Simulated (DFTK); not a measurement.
# Sc under changes of volume

One of the cells (25.253 Å³/atom); the others are scaled copies at fixed shape and fractional positions:

```
Sc
1.0
    -1.91721    1.91721    1.71760
     1.91721   -1.91721    1.71760
     1.91721    1.91721   -1.71760
Sc
1
Direct
  0.00000 0.00000 0.00000
```

This isn't the form of Sc at room conditions, which is hcp.

| Quantity | Value |
| --- | --- |
| Program | DFTK 0.8.2 |
| Functional | PBE |
| Potentials or basis | dojo.nc.sr.pbe.v0_4_1.standard.upf (PBE) |
| Cutoff | 1061 eV |
| k mesh | 10 × 10 × 10 |
| Occupations | fermi-dirac, width 0.05 eV |
| Spin | no spin polarisation |

```csv
volume (Å³/atom),energy over the lowest point (meV/atom),pressure (GPa)
23.738,8.19,2.5
24.243,2.28,1.3
24.748,0.00,0.2
25.253,?,?
25.758,5.25,-1.8
26.264,12.28,-2.6
26.769,21.93,-3.4
```

Task: What does the run at 25.253 Å³/atom give?

Result: Energy over the lowest point 1.08 meV/atom; pressure -0.8 GPa.

Worked out: A Birch-Murnaghan fit of order 3 (a polynomial in V^(-2/3)) to the other rows has its minimum at 24.83 Å³/atom with B0 = V·E''(V) = 52 GPa and B' = 3.0 at fixed shape and positions, which overstates the stiffness. It gives 1.08 meV/atom at 25.253 Å³/atom, against the run's 1.08, and -dE/dV = -0.8 GPa, against -0.8.

Energies are extrapolated to zero smearing.
